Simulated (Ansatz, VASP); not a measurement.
# Cross-check of CoSi2 (CoSi2 strained to the junction's net) between VASP and Ansatz, part 2 of 2

Aim: how closely do two programs agree when they are given the same cell, functional and k mesh? The cell is generated by rule, not measured, and may not be a known phase. Of the first pair: The structure shown is the start of the Ansatz relaxation below; VASP solves that cell, so the two are compared at the walk's first step.

VASP 6.6.1 and Ansatz 0.2.0.

So far. Step 4 (Differences): The forces differ by 0.2 meV/Å r.m.s., which is 0.1 % of the r.m.s. force of 0.162 eV/Å (both taken over all components).

## (5) Ansatz: relaxation, PBE

Level of this step: Ansatz beside VASP: Kohn-Sham DFT, plane waves, PBE (Ansatz).

This run makes the geometry at which the two programs are then compared.

The structure compared here is the end of the Ansatz relaxation.

File input.yaml:

```yaml
crystal:
  lattice:
    - [3.868, 0.0, 0.0]
    - [-1.934, 3.3497862618, 0.0]
    - [0.0, 0.0, 9.150208531]
  atoms:
    - { symbol: Si, position: [0.0, 0.0, 0.0] }
    - { symbol: Co, position: [0.3333333333, 0.6666666667, 0.0833333333] }
    - { symbol: Si, position: [0.6666666667, 0.3333333333, 0.1666666667] }
    - { symbol: Si, position: [0.3333333333, 0.6666666667, 0.3333333333] }
    - { symbol: Co, position: [0.6666666667, 0.3333333333, 0.4166666667] }
    - { symbol: Si, position: [0.0, 0.0, 0.5] }
    - { symbol: Si, position: [0.6666666667, 0.3333333333, 0.6666666667] }
    - { symbol: Co, position: [0.0, 0.0, 0.75] }
    - { symbol: Si, position: [0.3333333333, 0.6666666667, 0.8333333333] }
kpoints:
  mp_grid: { grid: [12, 12, 3] }
scf:
  occupations: { method: fermi_dirac, width: 0.1 }
  max_iter: 150
hamiltonian:
  xc: pbe
relax:
  f_tol: 0.01
  max_steps: 40
  cell: { fix: [a, b, angles] }
```

Started as:

```
> ansatz run input.yaml --threads 8 --pin off --max-ram 24576MiB --backend cpu --events-out ev --progress --plain --runs-dir out
```

Numbers of over 12 decimals in the logs are rounded to 6 here.

The program printed:

```text
[...]
Crystal: 9 atoms, lattice volume = 118.559 Å³
Basis set: ecut = 420 eV, 2311 PW (Γ), exchange–correlation on 54×54×128 points (8 copies of the dense FFT grid, shifted against one another)
Bands: 47, of which v1, the nominal top of the filled ones, is band 38 counted from 1 (37 counted from 0)
Symmetry: 36 space group operations
[...]
k-points: 50 of 432
[...]
- { symbol: Co, position: [0.333333, 0.666667, 0.083333] }
    - { symbol: Si, position: [0.666667, 0.333333, 0.163459] }
    - { symbol: Si, position: [0.333333, 0.666667, 0.336541] }
    - { symbol: Co, position: [0.666667, 0.333333, 0.416667] }
    - { symbol: Si, position: [-5.615651797794254e-19, 0, 0.496793] }
    - { symbol: Si, position: [0.666667, 0.333333, 0.669874] }
    - { symbol: Co, position: [0, 0, 0.750000] }
    - { symbol: Si, position: [0.333333, 0.666667, 0.830126] }
[key lines of the parts left out:]
SCF converged after 8 iterations
Free energy (F): -19197.501742 eV
Fermi energy:    12.410758 eV
P = ⅓ Tr σ = -4.4462 GPa (-44.462 kbar)
```

## (6) VASP: single point, PBE, relaxed cell, pair 2

The same cell, functional, mesh and smearing now go to VASP, with its own data sets.

File INCAR:

```
SYSTEM = CoSi2
PREC = Accurate
ENCUT = 600
EDIFF = 1E-06
NELM = 120
ISMEAR = -1
SIGMA = 0.1
LREAL = .FALSE.
ALGO = Normal
GGA = PE
NBANDS = 34
LASPH = .TRUE.
LORBIT = 11
LWAVE = .FALSE.
LCHARG = .FALSE.
ISIF = 2
GGA_COMPAT = .FALSE.
KPAR = 2
```

File POSCAR:

```
CoSi2
1.0
    3.8680000000      0.0000000000      0.0000000000
   -1.9340000000      3.3497862618      0.0000000000
    0.0000000000      0.0000000000      9.1573970300
Si Co
6 3
Direct
    0.0000000000      0.0000000000      0.0032072785
    0.6666666667      0.3333333333      0.1634593882
    0.3333333333      0.6666666667      0.3365406118
    0.0000000000      0.0000000000      0.4967927215
    0.6666666667      0.3333333333      0.6698739452
    0.3333333333      0.6666666667      0.8301260548
    0.3333333333      0.6666666667      0.0833333333
    0.6666666667      0.3333333333      0.4166666667
    0.0000000000      0.0000000000      0.7500000000
```

File KPOINTS:

```
Automatic mesh
0
Gamma
12 12 3
0 0 0
```

PAW data sets: Si and Co (PBE family, release 64).

Started as:

```
> mpirun -np 2 vasp_std
```

The program printed:

```text
[... set-up lines as in an earlier step ...]
 entering main loop
       N       E                     dE             d eps       ncg     rms          rms(c)
DAV:   1     0.342408555558E+03    0.34241E+03   -0.22854E+04  3400   0.168E+03
DAV:   2    -0.314604528309E+02   -0.37387E+03   -0.35878E+03  3400   0.362E+02
DAV:   3    -0.608856724382E+02   -0.29425E+02   -0.27901E+02  4166   0.114E+02
DAV:   4    -0.621047724372E+02   -0.12191E+01   -0.12079E+01  4238   0.221E+01
[...]
DAV:  13    -0.578573257464E+02    0.14760E-03   -0.70508E-04  5248   0.267E-01    0.797E-02
DAV:  14    -0.578573238276E+02    0.19188E-05   -0.10309E-04  3844   0.763E-02    0.196E-02
DAV:  15    -0.578573244708E+02   -0.64319E-06   -0.31171E-06  3550   0.130E-02
   1 F= -.57857324E+02 E0= -.57806344E+02  d E =-.101962E+00
```

Parts of OUTCAR (step 6):

```text
  Total       -5.0878197     -5.0878197     -0.1615006      0.0000000      0.0000000      0.0000000
  in kB      -68.7015736    -68.7015736     -2.1807659      0.0000000      0.0000000      0.0000000
  external PRESSURE =     -46.5279710 kB  Pullay stress =       0.0000000 kB

 POSITION                                       TOTAL-FORCE (eV/Angst)
 -----------------------------------------------------------------------------------
      0.00000      0.00000      0.02937        -0.000000     -0.000000      0.001073
      1.93400      1.11660      1.49686         0.000000      0.000000     -0.001073
     -0.00000      2.23319      3.08184        -0.000000     -0.000000      0.001073
      0.00000      0.00000      4.54933        -0.000000      0.000000     -0.001073
      1.93400      1.11660      6.13430        -0.000000     -0.000000      0.001073
     -0.00000      2.23319      7.60179         0.000000      0.000000     -0.001073
     -0.00000      2.23319      0.76312         0.000000      0.000000      0.000000
      1.93400      1.11660      3.81558        -0.000000      0.000000      0.000000
      0.00000      0.00000      6.86805         0.000000     -0.000000      0.000000
 -----------------------------------------------------------------------------------
    total drift:                                0.000000      0.000000     -0.000000

  FREE ENERGIE OF THE ION-ELECTRON SYSTEM (eV)
  ---------------------------------------------------
  free  energy   TOTEN  =       -57.8573244708 eV

  energy  without entropy=      -57.7553629530  energy(sigma->0) =      -57.80634371

[... 1 part as in an earlier step ...]

[... 2 further parts left out ...]
[key lines of the parts left out:]
E-fermi :   9.6956
```

The run ends at a pressure of -4.65 GPa, with forces up to 0.0011 eV/Å.

## (7) Side by side

What differs besides the data sets and the points named for the pairs above, as far as they apply: the data sets hold 75 valence electrons in Ansatz (on its default PAW (the set named soft_2) files) and 51 in VASP; the cutoff is 420 eV in Ansatz and 600 eV in VASP; Ansatz's pressure holds a Pulay correction, VASP's none. Total energies have different zeros and are not compared.

Both answers:

| quantity | Ansatz | VASP | difference |
| --- | --- | --- | --- |
| pressure (GPa) | -4.45 | -4.65 | +0.21 |

## (8) Results

```json
{
  "r.m.s. force difference (single point, PBE, start cell, pair 1)": "0.16 meV/Å",
  "difference in pressure (single point, PBE, relaxed cell, pair 2)": "0.21 GPa"
}
```

In words: The difference in pressure is 0.21 GPa (single point, PBE, relaxed cell, pair 2), within the 1 GPa picked in this series as the mark of a large difference. The data sets hold unlike numbers of valence electrons (75 in Ansatz and 51 in VASP), so part of the differences comes from the potentials. Such differences can come from data sets, numerical settings and the points named under the comparisons, not from the functional's error against experiment.

[Lines on the potential files, build, host, timing and source positions are cut from VASP's logs without a mark.]

[Logs are printed without paths, hosts, clocks, repeated set-up lines and the standing remarks that a program may print on its own settings, such as how far it seeks lower states.]

[Hosts, paths, dates, database ids (printed as entryN), source tags and the programs' standing remarks are cut or masked in the printed files.]
